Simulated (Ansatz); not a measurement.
# AlN: a sublattice displacement scan

The task, for AlN: map the energy as every N atom is pushed off its site.

Computed with Ansatz 0.2.0 (DFT r2SCAN, scalar-relativistic, plane waves, PAW, unless a step's input says otherwise).

**1. The starting structure**

Symmetry: P6_3mc, No. 186, hexagonal system. The conventional cell has a = 3.111 Å, b = 3.111 Å, c = 4.978 Å, α = 90.00°, β = 90.00°, γ = 120.00°. Al (site symmetry 3m) is surrounded by 4 N at 1.89 to 1.92 Å. N (site symmetry 3m) is surrounded by 4 Al at 1.89 to 1.92 Å.

Structure file:

```
Al N
1.0
     3.11100    0.00000    0.00000
    -1.55550    2.69421    0.00000
     0.00000    0.00000    4.97800
Al N
2 2
Direct
  0.33333 0.66667 0.00000
  0.66667 0.33333 0.50000
  0.33333 0.66667 0.38500
  0.66667 0.33333 0.88500
```

No relaxation comes first: the listed cell is the starting point.

**2. Zero of energy**

The reference gives a free energy of -1856.9670 eV, pressure -0.60 GPa, largest force 0.194 eV/Å and gap on the mesh 4.80 eV. It was computed beforehand with the settings of the runs below.

**3. The scan: a sublattice displacement scan**

Every N atom is moved by x along the Cartesian unit vector (-0.825, -0.476, 0.304); the cell and all other atoms stay fixed. Forces below are components along that vector, summed over the moved atoms.

**4. x = -0.200 Å**

File input.yaml:

```yaml
crystal:
  lattice:
    - [3.1110021516, 0.0, 0.0]
    - [-1.5555010758, 2.6942068945, 0.0]
    - [0.0, 0.0, 4.978]
  atoms:
    - { symbol: Al, position: [0.3333333333, 0.6666666667, 0.0] }
    - { symbol: Al, position: [0.6666666667, 0.3333333333, 0.5] }
    - { symbol: "N", position: [0.4040611426, 0.7020305713, 0.3727994529] }
    - { symbol: "N", position: [0.737394476, 0.368697238, 0.8727994529] }
basis:
  ecutwfc: 500
kpoints:
  mp_grid: { grid: [12, 12, 6] }
hamiltonian:
  xc: r2scan
scf:
  occupations: { method: gaussian, width: 0.05 }
output:
  forces: true
  stress: true
  eigenvalues: true
```

Command:

```console
ansatz run input.yaml --threads 1 --pin off --max-ram 2560MiB --backend cpu --events-out ev --progress --plain --runs-dir out
```

**5. x = 0.150 Å**

Changes to input.yaml since step 4:

```diff
@@ -8,4 +8,4 @@
     - { symbol: Al, position: [0.6666666667, 0.3333333333, 0.5] }
-    - { symbol: "N", position: [0.4040611426, 0.7020305713, 0.3727994529] }
-    - { symbol: "N", position: [0.737394476, 0.368697238, 0.8727994529] }
+    - { symbol: "N", position: [0.2802874764, 0.6401437382, 0.3941504103] }
+    - { symbol: "N", position: [0.6136208097, 0.3068104049, 0.8941504103] }
 basis:
```

**6. Point x = -0.100 Å**

Changes to input.yaml since step 5:

```diff
@@ -8,4 +8,4 @@
     - { symbol: Al, position: [0.6666666667, 0.3333333333, 0.5] }
-    - { symbol: "N", position: [0.2802874764, 0.6401437382, 0.3941504103] }
-    - { symbol: "N", position: [0.6136208097, 0.3068104049, 0.8941504103] }
+    - { symbol: "N", position: [0.368697238, 0.684348619, 0.3788997264] }
+    - { symbol: "N", position: [0.7020305713, 0.3510152857, 0.8788997264] }
 basis:
```

**7. x = 0.050 Å**

Changes to input.yaml since step 6:

```diff
@@ -8,4 +8,4 @@
     - { symbol: Al, position: [0.6666666667, 0.3333333333, 0.5] }
-    - { symbol: "N", position: [0.368697238, 0.684348619, 0.3788997264] }
-    - { symbol: "N", position: [0.7020305713, 0.3510152857, 0.8788997264] }
+    - { symbol: "N", position: [0.315651381, 0.6578256905, 0.3880501368] }
+    - { symbol: "N", position: [0.6489847143, 0.3244923572, 0.8880501368] }
 basis:
```

**8. x = 0.200 Å**

Changes to input.yaml since step 7:

```diff
@@ -8,4 +8,4 @@
     - { symbol: Al, position: [0.6666666667, 0.3333333333, 0.5] }
-    - { symbol: "N", position: [0.315651381, 0.6578256905, 0.3880501368] }
-    - { symbol: "N", position: [0.6489847143, 0.3244923572, 0.8880501368] }
+    - { symbol: "N", position: [0.262605524, 0.631302762, 0.3972005471] }
+    - { symbol: "N", position: [0.5959388574, 0.2979694287, 0.8972005471] }
 basis:
@@ -22 +22,5 @@
   eigenvalues: true
+  write_density: true
+  write_potential: true
+  elf: true
+  volumetric_format: npy
```

**9. Point x = -0.150 Å**

File input.yaml:

```yaml
crystal:
  lattice:
    - [3.1110021516, 0.0, 0.0]
    - [-1.5555010758, 2.6942068945, 0.0]
    - [0.0, 0.0, 4.978]
  atoms:
    - { symbol: Al, position: [0.3333333333, 0.6666666667, 0.0] }
    - { symbol: Al, position: [0.6666666667, 0.3333333333, 0.5] }
    - { symbol: "N", position: [0.3863791903, 0.6931895951, 0.3758495897] }
    - { symbol: "N", position: [0.7197125236, 0.3598562618, 0.8758495897] }
basis:
  ecutwfc: 500
kpoints:
  mp_grid: { grid: [12, 12, 6] }
hamiltonian:
  xc: r2scan
scf:
  occupations: { method: gaussian, width: 0.05 }
output:
  forces: true
  stress: true
  eigenvalues: true
```

**10. x = 0.100 Å**

Changes to input.yaml since step 9:

```diff
@@ -8,4 +8,4 @@
     - { symbol: Al, position: [0.6666666667, 0.3333333333, 0.5] }
-    - { symbol: "N", position: [0.3863791903, 0.6931895951, 0.3758495897] }
-    - { symbol: "N", position: [0.7197125236, 0.3598562618, 0.8758495897] }
+    - { symbol: "N", position: [0.2979694287, 0.6489847143, 0.3911002736] }
+    - { symbol: "N", position: [0.631302762, 0.315651381, 0.8911002736] }
 basis:
```

**11. At x = -0.050 Å**

Changes to input.yaml since step 10:

```diff
@@ -8,4 +8,4 @@
     - { symbol: Al, position: [0.6666666667, 0.3333333333, 0.5] }
-    - { symbol: "N", position: [0.2979694287, 0.6489847143, 0.3911002736] }
-    - { symbol: "N", position: [0.631302762, 0.315651381, 0.8911002736] }
+    - { symbol: "N", position: [0.3510152857, 0.6755076428, 0.3819498632] }
+    - { symbol: "N", position: [0.684348619, 0.3421743095, 0.8819498632] }
 basis:
```

**12. At x = 0.175 Å**

Changes to input.yaml since step 11:

```diff
@@ -8,4 +8,4 @@
     - { symbol: Al, position: [0.6666666667, 0.3333333333, 0.5] }
-    - { symbol: "N", position: [0.3510152857, 0.6755076428, 0.3819498632] }
-    - { symbol: "N", position: [0.684348619, 0.3421743095, 0.8819498632] }
+    - { symbol: "N", position: [0.2714465002, 0.6357232501, 0.3956754787] }
+    - { symbol: "N", position: [0.6047798335, 0.3023899168, 0.8956754787] }
 basis:
```

(Steps that only read results are left out.)

**Question.** What will these runs give?

As calculated:

| quantity | value |
| --- | --- |
| force constant along x, over ±0.050 Å | 31.22 eV/Å² for the 2 moved atoms together |

In words: Near the site the force constant is 31.22 eV/Å² for the 2 atoms together, 15.61 on average. No sampled point lies below the undisturbed cell. The well is lopsided: x = 0.200 Å costs 733 meV against 545 meV on the other side, and the dearer side brings atoms closer together. The gap on the mesh stays between 4.43 and 4.82 eV.
